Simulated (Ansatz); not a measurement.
# CdO (Monteponite) (Fm-3m) in Ansatz: settings compared

Aim: see how the results for CdO (Monteponite) move with the level of theory and the settings. Levels: PBE, revPBE. Tasks: band structure, elastic constants.

Program: Ansatz 0.2.0. These are calculated values, not measurements. Logs are shortened: lines on timing, memory, paths and dates and some standing lists are left out, and cuts for length are marked.

## Step 1: The crystal as given

The structure is cubic, space group Fm-3m (No. 225). Conventional cell: a = 4.699 Å, b = 4.699 Å, c = 4.699 Å, α = 90.00°, β = 90.00°, γ = 90.00°. Around Cd (site symmetry m-3m) lie 6 O at 2.35 Å. O (site symmetry m-3m) has 6 Cd at 2.35 Å as nearest neighbours.

## Step 2: Band structure, PBE, spin-orbit coupling, no magnetisation

The input, input.yaml:

```yaml
crystal:
  lattice:
    - [0.0, 2.3495, 2.3495]
    - [2.3495, 0.0, 2.3495]
    - [2.3495, 2.3495, 0.0]
  atoms:
    - { symbol: Cd, position: [0.0, 0.0, 0.0] }
    - { symbol: O, position: [0.5, 0.5, 0.5] }
kpoints:
  mp_grid: { grid: [7, 7, 7] }
  band_path:
    path:
      - [0.0, 0.0, 0.0]
      - [0.5, 0.0, 0.5]
      - [0.5, 0.25, 0.75]
      - [0.375, 0.375, 0.75]
      - [0.0, 0.0, 0.0]
      - [0.5, 0.5, 0.5]
      - [0.625, 0.25, 0.625]
      - [0.5, 0.25, 0.75]
    npoints: 6
scf:
  occupations: { method: fermi_dirac, width: 0.05 }
hamiltonian:
  xc: pbe
  pseudopotentials: { kind: all_electron, lapw: { basis_error: 0.001 } }
magnetization:
  noncollinear: true
  spin_orbit: true
output:
  forces: true
  stress: true
  eigenvalues: true
```

Potentials or basis: all-electron LAPW, relativistic spinors.

Command:

```
$ ansatz run input.yaml --threads 1 --pin off --max-ram 3072MiB --backend cpu --events-out ev --progress --plain --runs-dir out
```

What it wrote:

```text
Warning: RAYON_NUM_THREADS=1 ignored (pool sized by the plan → 1); use --threads N
LAPW: plane waves up to 8.958 Å⁻¹, error target 1.0e-3 eV per atom; Dirac's equation on spinors; O in spheres of 1.047 Å, 8 of its electrons in bands; Cd in spheres of 1.303 Å, 30 of its electrons in bands (how accurate: hamiltonian.pseudopotentials.lapw.basis_error, Limitations)
Engine: ansatz 0.2.0, x86_64-unknown-linux-gnu
Pseudopotentials: kind: all_electron
Pseudopotential: Cd, LAPW, valence charge 30, lapw/all_electron/dirac/gaussian/Cd, Dirac's equation, gaussian nucleus
Pseudopotential: O, LAPW, valence charge 8, lapw/all_electron/dirac/gaussian/O, Dirac's equation, gaussian nucleus
Functional definition: PBE
  parameter kappa = 0.804
  parameter beta = 0.06672455060314922
  exchange = pbe_x(kappa = kappa, mu = beta*pi^2/3)
  correlation = pbe_c(beta = beta)
non-collinear run that drives no moment, with spin-orbit: no starting moment large enough to seed its density (crystal.atoms[].spin), no starting occupations that ask for one, no magnetisation constraint and no magnetic field, so the semilocal B_xc is pinned to zero
Crystal: 2 atoms, lattice volume = 25.939 Å³
Basis set: ecut = 305.74675667210374 eV, 331 PW (Γ), exchange–correlation at level 2
Bands: 46, of which v1, the nominal top of the filled ones, is band 38 counted from 1 (37 counted from 0)
Symmetry: 48 space group operations + 48 with time reversal
Magnetic group: BNS 225.117 (UNI 1619), of the structure as read, at distance tolerance 3.0e-5 Å
k-points: 20 of 343
Non-local potential: Cd, projectors of the file, none
Non-local potential: O, projectors of the file, none
Initial density: superposition of atomic densities (chi_scale 0.1, normalization cell, long waves kept (reshape's long-wave potential 0.00 eV rms))
Initial wavefunctions: plane waves of lowest kinetic energy (no species holds an atomic orbital)
Functional: x = pbe(κ = 0.804, μ = 0.2195149727645171), c = pbe(β = 0.06672455060314922)
iter 1 solved again at ethr=8.68e-3 eV; its pass at ethr=1.00e-1 eV (dr2=3.30e0 eV) is discarded
SCF iter   1: F=—  HF=-154322.877494 eV  |F-HF|=—  |Δ(HF+E_count)|=         —  Δρ=9.64e-2  dr2=3.30e0  dr2_m=0.00e0 (ungated)  ethr=8.68e-3  |M|=0.00e0 ∫|m|=0.00e0 μB  β_m=0.30  ⟨swp⟩=2.0  Hψ=5355  notcnv=0
preconditioner: auto → none  [insulator: Δε(μ)=1.160 eV  Ē_g=15.567 eV  σ=0.050 eV  W_gap=1.00  n_scr=14 (ndim 8)  ℏωp=30.9 eV  f_vac=0.003  D(μ)=0.00/eV (n_scr^D=0)  ε∞_Penn≈4.9]
iter 2 solved again at ethr=2.55e-4 eV; its pass at ethr=8.67e-3 eV (dr2=9.68e-2 eV) is discarded
SCF iter   2: F=—  HF=-154321.140704 eV  |F-HF|=—  |Δ(HF+E_count)|=    1.74e0  Δρ=1.69e-2  dr2=9.67e-2  dr2_m=0.00e0 (ungated)  ethr=2.55e-4  |M|=0.00e0 ∫|m|=0.00e0 μB  β_m=0.30  ⟨swp⟩=2.0  Hψ=4616  notcnv=0
SCF iter   3: F=—  HF=-154321.104345 eV  |F-HF|=—  |Δ(HF+E_count)|=   3.64e-2  Δρ=1.38e-2  dr2=6.81e-2  dr2_m=0.00e0 (ungated)  ethr=2.55e-4  |M|=0.00e0 ∫|m|=0.00e0 μB  β_m=0.55  ⟨swp⟩=2.0  Hψ=2642  notcnv=0
SCF iter   4: F=—  HF=-154321.086505 eV  |F-HF|=—  |Δ(HF+E_count)|=   1.78e-2  Δρ=7.05e-4  dr2=1.04e-4  dr2_m=0.00e0 (ungated)  ethr=1.79e-4  |M|=0.00e0 ∫|m|=0.00e0 μB  β_m=0.50  ⟨swp⟩=2.0  Hψ=2539  notcnv=0
SCF iter   5: F=—  HF=-154321.086073 eV  |F-HF|=—  |Δ(HF+E_count)|=   4.31e-4  Δρ=2.61e-4  dr2=8.43e-6  dr2_m=0.00e0 (ungated)  ethr=2.74e-7  |M|=0.00e0 ∫|m|=0.00e0 μB  β_m=0.70  ⟨swp⟩=2.0  Hψ=2644  notcnv=0
SCF iter   6: F=—  HF=-154321.086095 eV  |F-HF|=—  |Δ(HF+E_count)|=   2.14e-5  Δρ=8.12e-5  dr2=2.20e-6  dr2_m=0.00e0 (ungated)  ethr=2.22e-8  |M|=0.00e0 ∫|m|=0.00e0 μB  β_m=0.81  ⟨swp⟩=3.0  Hψ=2916  notcnv=0
SCF iter   7: F=-154321.086096 eV  HF=-154321.086096 eV  |F-HF|=4.25e-9  |Δ(HF+E_count)|=   8.79e-7  Δρ=3.20e-6  dr2=1.14e-9  dr2_m=0.00e0 (ungated)  ethr=5.80e-9  |M|=0.00e0 ∫|m|=0.00e0 μB  ⟨swp⟩=2.0  Hψ=2644  notcnv=0
SCF 1 converged in 7 iterations: F = -154321.086096 eV  dr2 = 1.14e-9
NSCF: frozen V_eff on 43 k-points
SCF converged after 7 iterations
Magnetization: |M| = 0.0000 μB,  M = (+0.0000, +0.0000, +0.0000) μB
Absolute magnetization: 0.0000 μB (∫|m|)
  site 0: m = (+0.0000, +0.0000, +0.0000) μB, |m| = 0.0000 μB  (R = 1.30 Å)
  site 1: m = (+0.0000, +0.0000, +0.0000) μB, |m| = 0.0000 μB  (R = 1.05 Å)
Free energy (F): -154321.086096 eV
Harris-Foulkes:  -154321.086096 eV  (|F-HF|=4.25e-9)
Internal energy: -154321.084680 eV  (E = F + TS)
E sigma→0 (E₀):  -154321.085388 eV
Entropy (-TS):   -0.001416 eV (-0.708 meV/atom)
Fermi energy:    13.785943 eV
--- Per-component energies (eV) ---
  E_band       = -5048.644984
  E_kinetic    = 161714.358563
  E_xc         = -4445.315329
  E_electrostatic = -311590.127914  (all electrons and nuclei)
  E_smearing   = -0.001416  (= −TS)
  E_closure    = 0.000000  (closes the sum)
  E_atoms      = -154313.322982  (free atoms, spherical and without spin; not in F)
  Σ components = -154321.086096   (vs F -154321.086096, Δ=0.00e0)
  Basis errors (estimates in eV, not in F): energy 3.7e-4 per atom: plane waves 3.3e-4 (1.8e-4 summed), levels above the bands 1.3e-117, relativity 1.4e-7, radial functions 3.8e-5, core shells 4.2e-8; eigenvalues (radial functions only) 6.1e-5; not estimated: angular momenta, meshes, grids; target (lapw.basis_error) 1.0e-3; muffin-tin radii O 1.047 Å, Cd 1.303 Å
--- Forces (eV/Å), atoms counted from 1 ---
  atom   1  Cd    -0.00000000    -0.00000000    -0.00000000
  atom   2  O     -0.00000000    -0.00000000     0.00000000
  max |Σ_I F_I| component: 4.89e-24 eV/Å
--- Stress (GPa, compression-positive) ---
        6.067889      -0.000000       0.000000
       -0.000000       6.067889       0.000000
        0.000000       0.000000       6.067889
  P = ⅓ Tr σ = 6.0679 GPa (60.679 kbar)
--- Band table (eV; the first three rows and the last of 20) ---
  k-point 0: bands = ["-491.0100", "-491.0100", "-378.1112", "-378.1112", "-378.1112", "-378.1112", "-371.1320", "-371.1320", "-371.1260", "-371.1260", "-371.1260", "-371.1260", "-86.7191", "-86.7191", "-51.8504", "-51.8504", "-46.0397", "-46.0397", "-46.0397", "-46.0397", "-3.6870", "-3.6870", "6.6538", "6.6538", "6.6538", "6.6538", "7.2366", "7.2366", "7.4530", "7.4530", "7.4530", "7.4530", "12.2640", "12.2640", "12.3290", "12.3290", "12.3290", "12.3290", "13.2655", "13.2655", "28.1956", "28.1956", "30.6650", "30.6650", "30.6650", "30.6650"]
  k-point 1: bands = ["-491.0100", "-491.0100", "-378.1112", "-378.1112", "-378.1112", "-378.1112", "-371.1320", "-371.1320", "-371.1260", "-371.1260", "-371.1260", "-371.1260", "-86.7189", "-86.7189", "-51.8514", "-51.8514", "-46.0423", "-46.0423", "-46.0402", "-46.0402", "-3.5503", "-3.5503", "6.6037", "6.6037", "6.6249", "6.6249", "7.2290", "7.2290", "7.2946", "7.2946", "7.4133", "7.4133", "11.0095", "11.0095", "12.5705", "12.5705", "12.5945", "12.5945", "14.8713", "14.8713", "26.2226", "26.2226", "28.9474", "28.9474", "29.3848", "29.3848"]
  k-point 2: bands = ["-491.0100", "-491.0100", "-378.1112", "-378.1112", "-378.1112", "-378.1112", "-371.1320", "-371.1320", "-371.1260", "-371.1260", "-371.1260", "-371.1260", "-86.7185", "-86.7185", "-51.8537", "-51.8537", "-46.0482", "-46.0482", "-46.0415", "-46.0415", "-3.2241", "-3.2241", "6.3814", "6.3814", "6.3948", "6.3948", "6.8680", "6.8680", "7.3700", "7.3700", "7.4747", "7.4747", "10.0836", "10.0836", "13.1579", "13.1579", "13.1671", "13.1671", "16.7292", "16.7292", "23.1505", "23.1505", "26.8291", "26.8291", "27.2777", "27.2777"]
  k-point 19: bands = ["-491.0100", "-491.0100", "-378.1112", "-378.1112", "-378.1112", "-378.1112", "-371.1320", "-371.1320", "-371.1260", "-371.1260", "-371.1260", "-371.1260", "-86.7178", "-86.7178", "-51.8573", "-51.8573", "-46.0528", "-46.0528", "-46.0486", "-46.0486", "-2.9410", "-2.9410", "6.4158", "6.4158", "6.8101", "6.8101", "7.0428", "7.0428", "7.5421", "7.5421", "7.9562", "7.9562", "10.5846", "10.5846", "10.7162", "10.7162", "12.2200", "12.2200", "19.7067", "19.7067", "22.0708", "22.0708", "22.4599", "22.4599", "25.2771", "25.2771"]
```

bands.tsv:

```text
[... 57 lines left out ...]
```

Wall time 27 s (1 thread of Intel Xeon Platinum 8488C (Sapphire Rapids), shared host); peak memory 0.44 GiB.

Results:

```
Free energy             : -154321.0861 eV
Pressure                : 6.1 GPa
Band gap along the path : none (metal or under the smearing width)
```

Levels at the corners of the path, in eV from the Fermi level:
```csv
point,band 35,band 36,band 37,band 38,band 39,band 40,band 41,band 42
Γ,-1.46,-1.46,-1.46,-1.46,-0.52,-0.52,14.41,14.41
X,-2.47,-2.47,-2.40,-2.40,3.80,3.80,8.40,8.40
W,-3.09,-3.09,-1.98,-1.98,5.91,5.91,8.71,8.71
K,-2.98,-2.98,-1.38,-1.38,5.34,5.34,8.42,8.42
Γ,-1.46,-1.46,-1.46,-1.46,-0.52,-0.52,14.41,14.41
L,-0.13,-0.13,-0.10,-0.10,4.31,4.31,7.21,7.21
U,-2.98,-2.98,-1.38,-1.38,5.34,5.34,8.42,8.42
W,-3.09,-3.09,-1.98,-1.98,5.91,5.91,8.71,8.71
```

Caveat: the k mesh is thin for a metal, which can move the energy by tens of meV per atom; this crystal is a semiconductor, whose small gap the functional closes, so the metal is an error of the method.

## Step 3: Band structure, revPBE

input.yaml, as its differences from that of step 2:

```diff
@@ -9,3 +9,3 @@
 kpoints:
-  mp_grid: { grid: [7, 7, 7] }
+  mp_grid: { grid: [10, 10, 10] }
   band_path:
@@ -20,3 +20,3 @@
       - [0.5, 0.25, 0.75]
-    npoints: 6
+    npoints: 8
 scf:
@@ -24,7 +24,4 @@
 hamiltonian:
-  xc: pbe
+  xc: revpbe
   pseudopotentials: { kind: all_electron, lapw: { basis_error: 0.001 } }
-magnetization:
-  noncollinear: true
-  spin_orbit: true
 output:
```

Potentials or basis: all-electron LAPW, scalar-relativistic.

Command:

```
$ ansatz run input.yaml --threads 1 --pin off --max-ram 3072MiB --backend cpu --events-out ev --progress --plain --runs-dir out
```

Wall time 8.1 s (1 thread of Intel Xeon Platinum 8488C (Sapphire Rapids), shared host); peak memory 0.36 GiB.

Results (log left out):

* Free energy: -154290.4407 eV
* Pressure: 9.4 GPa
* Band gap along the path: none (metal or under the smearing width)

Levels at the corners of the path, in eV from the Fermi level:
```tsv
point	band 17	band 18	band 19	band 20	band 21	band 22
Γ	-1.51	-1.51	-1.51	-0.51	14.44	16.92
X	-4.45	-2.46	-2.46	3.84	8.43	11.12
W	-3.13	-3.13	-2.01	5.94	8.82	8.82
K	-3.53	-3.02	-1.42	5.37	8.52	8.53
Γ	-1.51	-1.51	-1.51	-0.51	14.44	16.92
L	-3.96	-0.16	-0.16	4.35	7.23	11.81
U	-3.53	-3.02	-1.42	5.37	8.52	8.53
W	-3.13	-3.13	-2.01	5.94	8.82	8.82
```

Caveat: this crystal is a semiconductor, whose small gap the functional closes, so the metal is an error of the method.

## Step 4: Elastic constants, PBE

The input, input.yaml:

```yaml
crystal:
  lattice:
    - [0.0, 2.3495, 2.3495]
    - [2.3495, 0.0, 2.3495]
    - [2.3495, 2.3495, 0.0]
  atoms:
    - { symbol: Cd, position: [0.0, 0.0, 0.0] }
    - { symbol: O, position: [0.5, 0.5, 0.5] }
kpoints:
  mp_grid: { grid: [7, 7, 7] }
scf:
  occupations: { method: fermi_dirac, width: 0.05 }
hamiltonian:
  xc: pbe
  pseudopotentials: { kind: all_electron, lapw: { basis_error: 0.001 } }
output:
  forces: true
  stress: true
elastic:
  mode: relaxed_ion
  stencil: two_point
```

Command:

```
$ ansatz run input.yaml --threads 1 --pin off --max-ram 3072MiB --backend cpu --events-out ev --progress --plain --runs-dir out
```

It took 29 s on 1 thread of Intel Xeon Platinum 8488C (Sapphire Rapids), shared host; peak memory 0.41 GiB.

The run converged. Its results:

| Quantity | Value |
| --- | --- |
| Free energy | -154283.3570 eV |
| Pressure | 6.1 GPa |
| Band gap on the k mesh | none (metal or under the smearing width) |
| Elastic constants C11, C12, C44 | 229, 117, 46 GPa |
| Voigt bulk modulus | 155 GPa |

Levels at points of the mesh, in eV from the Fermi level:
| k point | band 16 | band 17 | band 18 | band 19 | band 20 | band 21 | band 22 | band 23 |
| --- | --- | --- | --- | --- | --- | --- | --- | --- |
| (0.00, 0.00, 0.00) | -6.51 | -1.47 | -1.47 | -1.47 | -0.52 | 14.41 | 16.92 | 16.92 |

Elastic tensor in Voigt notation (GPa, in the Cartesian axes of the cell as first typed):
```
229 117 117   0   0   0
117 229 117   0   0   0
117 117 229   0   0   0
  0   0   0  46   0   0
  0   0   0   0  46   0
  0   0   0   0   0  46
```

Caveat: the k mesh is thin for a metal, which can move the energy by tens of meV per atom; a metal's response needs a denser mesh; the cell is more than 3 GPa from zero pressure, which shifts response properties; elastic constants of metals need much finer meshes, so these are rough; this crystal is a semiconductor, whose small gap the functional closes, so the metal is an error of the method.

## Step 5: Overview

```csv
task,level,potentials or basis,spin,k mesh,cutoff (eV),pressure (GPa)
band structure,PBE,"all-electron LAPW, relativistic spinors","SOC, no magnetisation",7 × 7 × 7,306,6.1
band structure,revPBE,"all-electron LAPW, scalar-relativistic",off,10 × 10 × 10,306,9.4
elastic constants,PBE,"all-electron LAPW, scalar-relativistic",off,7 × 7 × 7,327,6.1
```

Alike in all rows: cell as given; smearing fermi-dirac 0.05 eV; basis error allowed 0.001 eV/atom.

Caveats: this crystal is a semiconductor, whose small gap the functional closes, so the metal is an error of the method; the k mesh is thin for a metal, which can move the energy by tens of meV per atom (some runs); a metal's response needs a denser mesh (some runs); the cell is more than 3 GPa from zero pressure, which shifts response properties (some runs); elastic constants of metals need much finer meshes, so these are rough (some runs).

Compare energies only between runs with the same functional and basis.
